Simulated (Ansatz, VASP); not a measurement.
# GaP in two plane-wave programs, part 2 of 2

Aim: how closely do two programs agree when they are given the same cell, functional and k mesh?

VASP 6.6.1 and Ansatz 0.2.0.

So far: Set-up; VASP: G0W0 gap, PBE.

## Step 3: Ansatz: G0W0 gap, PBE

Level of this step: Ansatz beside VASP: Kohn-Sham DFT, plane waves, PBE, G0W0 (Ansatz).

Ansatz runs on its default PAW (the set named soft_2) files.

The same cell, functional and mesh now go to Ansatz, which takes its cutoff from its data sets.

Input file input.yaml:

```yaml
crystal:
  lattice:
    - [0.0, 2.72525, 2.72525]
    - [2.72525, 0.0, 2.72525]
    - [2.72525, 2.72525, 0.0]
  atoms:
    - { symbol: Ga, position: [0.0, 0.0, 0.0] }
    - { symbol: P, position: [0.25, 0.25, 0.25] }
hamiltonian:
  xc: pbe
  pseudopotentials: { kind: paw }
kpoints:
  mp_grid: { grid: [4, 4, 4] }
scf:
  occupations: { method: fixed }
gw:
  n_empty_bands: 119
  ecut_chi: 120.0
  qp_bands: [v2, c2]
  qp_kpoints: band_edges
  screening: { model: contour_deformation }
```

Run with:

```console
$ ansatz run input.yaml --threads 4 --pin off --max-ram 9216MiB --backend cpu --events-out ev --progress --plain --runs-dir out
```

Numbers of over 12 decimals in the logs are rounded to 6 here.

Log:

```text
Engine: ansatz 0.2.0, x86_64-unknown-linux-gnu
Pseudopotentials: kind: paw
Pseudopotential: Ga, paw, valence charge 13, recommended cutoff 420 eV (normal), Ga.paw.azcp
Pseudopotential: P, paw, valence charge 5, recommended cutoff 420 eV (normal), P.paw.azcp
Functional definition: PBE
  parameter kappa = 0.804
  parameter beta = 0.066725
  exchange = pbe_x(kappa = kappa, mu = beta*pi^2/3)
  correlation = pbe_c(beta = beta)
Crystal: 2 atoms, lattice volume = 40.481 Å³
Basis set: ecut = 420 eV, 749 PW (Γ)
Bands: 13, of which v1, the nominal top of the filled ones, is band 9 counted from 1 (8 counted from 0)
Symmetry: 24 space group operations
Space group: F-43m (ITA 216), of the structure as read, at distance tolerance 3.4e-5 Å
k-points: 8 of 64 (time reversal used)
Non-local potential: Ga, projectors of the file, l = 0: 2, l = 1: 2, l = 2: 3, l = 3: 1
Non-local potential: P, projectors of the file, l = 0: 2, l = 1: 2, l = 2: 2
PAW form: soft (Blöchl's): semilocal exchange-correlation on the pseudo side does not see the compensation charge
PAW one-centre angular grid: Ga, 590 points (default); XC on 64 Gauss nodes
PAW one-centre angular grid: P, 110 points (default); XC on 64 Gauss nodes
Initial density: superposition of atomic densities (neutral atoms: chi_scale 0, normalization atom), corrected by the library's trained network
Initial wavefunctions: pseudopotential atomic-orbital guess
Functional: x = pbe(κ = 0.804, μ = 0.219515), c = pbe(β = 0.066725)
SCF iter   1: F=—  HF=-4539.409009 eV  |F-HF|=—  |Δ(HF+E_count)|=         —  Δρ=1.83e-3  dr2=8.23e-4  ethr=1.77e-3  ⟨swp⟩=5.0  Hψ=552  notcnv=0  defer=13
preconditioner: auto → none  [insulator: Δε(μ)=1.644 eV  Ē_g=15.445 eV  n_scr=14 (ndim 8)  ℏωp=24.8 eV  f_vac=0.011  ε∞_Penn≈3.6]
SCF iter   2: F=—  HF=-4539.408137 eV  |F-HF|=—  |Δ(HF+E_count)|=   8.72e-4  Δρ=8.44e-4  dr2=1.66e-4  ethr=4.57e-6  ⟨swp⟩=2.8  Hψ=275  notcnv=0  defer=12
SCF iter   3: F=—  HF=-4539.408041 eV  |F-HF|=—  |Δ(HF+E_count)|=   9.56e-5  Δρ=3.05e-4  dr2=1.91e-5  ethr=9.21e-7  ⟨swp⟩=2.0  Hψ=192  notcnv=0  defer=12
SCF iter   4: F=—  HF=-4539.408057 eV  |F-HF|=—  |Δ(HF+E_count)|=   1.59e-5  Δρ=1.28e-4  dr2=3.40e-6  ethr=1.06e-7  ⟨swp⟩=2.5  Hψ=137  notcnv=0  defer=8
SCF iter   5: F=—  HF=-4539.408063 eV  |F-HF|=—  |Δ(HF+E_count)|=   5.77e-6  Δρ=2.99e-5  dr2=1.96e-7  ethr=1.89e-8  ⟨swp⟩=2.9  Hψ=175  notcnv=0  defer=9
SCF iter   6: F=-4539.408063 eV  HF=-4539.408063 eV  |F-HF|=4.38e-9  |Δ(HF+E_count)|=   8.71e-8  Δρ=9.97e-6  dr2=1.94e-8  ethr=5.56e-10  ⟨swp⟩=6.4  Hψ=528  notcnv=0
SCF 1 converged in 6 iterations: F = -4539.408063 eV  dr2 = 1.94e-8
  greatest PAW one-centre occupation: 0.994 electrons in one spin orbital (limit 2), on the Ga atom at site 0 (counted from 0), in its partial waves of l = 2
NSCF: frozen V_eff on 8 k-points
G₀W₀ screening: q 1/8
G₀W₀ screening: q 2/8 (q-point 5)
G₀W₀ screening: q 3/8 (q-point 6)
G₀W₀ screening: q 4/8 (q-point 2)
G₀W₀ screening: q 5/8 (q-point 4)
G₀W₀ screening: q 6/8 (q-point 8)
G₀W₀ screening: q 7/8 (q-point 3)
G₀W₀ screening: q 8/8 (q-point 7)
G₀W₀ self-energy: k 1/6
G₀W₀ self-energy: k 2/6
G₀W₀ self-energy: k 3/6
G₀W₀ self-energy: k 4/6
G₀W₀ self-energy: k 5/6
G₀W₀ self-energy: k 6/6
NSCF: frozen V_eff on 1 k-points
SCF converged after 6 iterations
Free energy (F): -4539.408063 eV
Harris-Foulkes:  -4539.408063 eV  (|F-HF|=4.38e-9)
Internal energy: -4539.408063 eV  (E = F + TS)
E sigma→0 (E₀):  -4539.408063 eV
Fermi energy:    7.131628 eV
--- Per-component energies (eV) ---
  E_band       = -57.820638
  E_kinetic    = 186.778748
  E_local      = -2201.177298  (includes V_loc(G=0)·N_el)
  E_nonlocal   = 459.085496
  E_hartree    = 1018.098864
  E_xc         = -130.813253
  E_vxc        = -119.085699  (∫ρ·V_xc dr)
  E_paw        = -2558.735572  (= ΣΔE_a)
  E_vpaw       = -419.612490  (= ΣTr[D̂ρ^β])
  E_aug_tail   = -0.000104  (compensation charges beyond the density's cutoff)
  E_ewald      = -1312.644944
  E_smearing   = -0.000000  (= −TS)
  E_closure    = 0.000000  (closes the sum)
  Σ components = -4539.408063   (vs F -4539.408063, Δ=0.00e0)
--- Band table (eV; the first three rows and the last of 8) ---
  k-point 0: bands = [... 5 lower, -5.3690, 7.1316, 7.1316, 7.1316, 8.9509, 10.9864, 10.9864, 10.9864]
  k-point 1: bands = [... 5 lower, -4.5925, 3.2440, 6.4645, 6.4645, 9.2706, 11.8439, 11.8439, 13.4732]
  k-point 2: bands = [... 5 lower, -3.2973, 0.4779, 6.0070, 6.0070, 8.7872, 11.8176, 11.8176, 15.3976]
  k-point 7: bands = [... 5 lower, -2.2986, 0.5580, 3.5434, 3.6948, 11.8190, 11.9815, 13.2063, 13.2586]
--- G₀W₀: contour deformation, 6 samples at zero and on the imaginary axis and 2 off it, 64 q-points, 119 empty bands' worth ---
  eigenvalues of the whole cell's RPA ε∞ on this k-mesh (on a slab, of 1 + 4πα/V) = 18.1358, 18.1358, 18.1358; static W/v taken at q = 0 is 0.055140
  bands read: the sum over 128 bands ends inside a degenerate multiplet in 2 slots, whose members it reads at an even weight; the widest, k=0: bands 127 to 129 (counted from 1) at 2/3 each
  gw.qp_kpoints: band_edges: 6 of 8 stored k-points solved, in 1 pass; an edge of the gap read off the rows below is read off those points alone
    valence top: of the k-points left out ik 5 came nearest to being solved in a further pass, in band 9 (counted from 1, as in the quasiparticle table): it holds the edge there only if its correction is more favourable than any solved in that band by at least 1.209 eV; those differ by 0.108 eV
    conduction bottom: of the k-points left out ik 4 came nearest to being solved in a further pass, in band 10 (counted from 1, as in the quasiparticle table): it holds the edge there only if its correction is more favourable than any solved in that band by at least 0.810 eV; those differ by 0.421 eV
    ik  band        ε_KS         Σx   Σc(E_QP)       V_xc       Z   E_QP_lin       E_QP  E_QP is
     0     8      7.1316   -17.4010     1.4911   -15.3972  0.7649     6.6159     6.6189  root
     0     9      7.1316   -17.4010     1.4911   -15.3972  0.7649     6.6159     6.6189  root
     0    10      8.9509   -10.4869    -4.4239   -15.2509  0.7754     9.2924     9.2910  root
     0    11     10.9864    -7.3573    -4.4696   -12.0189  0.7740    11.1791    11.1783  root
     1     8      6.4645   -16.8948     1.6379   -14.7184  0.7622     5.9222     5.9260  root
     1     9      6.4645   -16.8948     1.6379   -14.7184  0.7622     5.9222     5.9260  root
     1    10      9.2706    -8.9947    -4.2835   -13.5195  0.7781     9.5126     9.5118  root
     1    11     11.8439    -7.3997    -4.7064   -12.3000  0.7600    12.0381    12.0378  root
     2     8      6.0070   -16.7865     1.8232   -14.3988  0.7587     5.4380     5.4425  root
     2     9      6.0070   -16.7865     1.8232   -14.3988  0.7587     5.4380     5.4425  root
     2    10      8.7872    -9.1518    -4.1315   -13.4945  0.7811     8.9989     8.9984  root
     2    11     11.8176    -6.9471    -4.6610   -11.7604  0.7629    11.9703    11.9699  root
     3     8      5.4394   -16.3264     1.9342   -13.8093  0.7551     4.8504     4.8565  root
     3     9      5.4394   -16.3264     1.9342   -13.8093  0.7551     4.8504     4.8565  root
     3    10      9.2883    -7.4163    -4.0789   -11.5859  0.7839     9.3791     9.3789  root
     3    11     10.8362    -7.7763    -4.5194   -12.4258  0.7695    10.9666    10.9665  root
     6     8      4.4358   -16.1292     2.3500   -13.1582  0.7421     3.8070     3.8149  root
     6     9      4.4358   -16.1292     2.3500   -13.1582  0.7421     3.8070     3.8149  root
     6    10      8.7605    -6.7647    -3.8880   -10.5714  0.7917     8.6793     8.6792  root
     6    11      8.9346    -7.7768    -4.0081   -11.8723  0.7842     9.0220     9.0219  root
     7     8      3.5434   -15.8077     2.5822   -12.5791  0.7316     2.8927     2.8971  root
     7     9      3.6948   -15.0892     2.3863   -12.0852  0.7316     3.0692     3.0771  root
     7    10     11.8190    -7.2995    -4.4610   -11.7704  0.7637    11.8289    11.8289  root
     7    11     11.9815    -8.8360    -5.1011   -14.2934  0.7435    12.3372    12.3379  root
```

The job ended after 5.4 s (4 threads of Intel Xeon Platinum 8375C at 2.90GHz (Ice Lake), shared host; peak memory 0.51 GiB; 16 s of CPU time).

## Step 4: Side by side

Known differences besides the potentials themselves: the two programs' PAW sets differ in cores and partial waves; the cutoff is 420 eV in Ansatz and 430 eV in VASP; VASP leaves aspherical gradient terms in its spheres out (LASPH is not set), Ansatz keeps them; Ansatz integrates over frequency by contour deformation, VASP on a grid of NOMEGA points. Total energies have different zeros and are not compared.

Both answers:

```
                 quantity  Ansatz  VASP  difference
G0W0 gap on the mesh (eV)    2.06  2.08       -0.02
    PBE gap under it (eV)    1.63  1.62        0.00
```

## Step 5: Results

```
difference in G0W0 gap on the mesh (G0W0 gap, PBE) : -0.018 eV
```

In words: The difference in G0W0 gap on the mesh is -0.018 eV (G0W0 gap, PBE), within the 0.15 eV picked in this series as the mark of a large difference. Such differences can come from data sets, numerical settings and the points named under the comparisons, not from the functional's error against experiment.

[Lines on the potential files, build, host, timing and source positions are cut from VASP's logs without a mark.]

[Logs are printed without paths, hosts, clocks, repeated set-up lines and the standing remarks that a program may print on its own settings, such as how far it seeks lower states.]

[Hosts, paths, dates, database ids (printed as entryN), source tags and the programs' standing remarks are cut or masked in the printed files.]
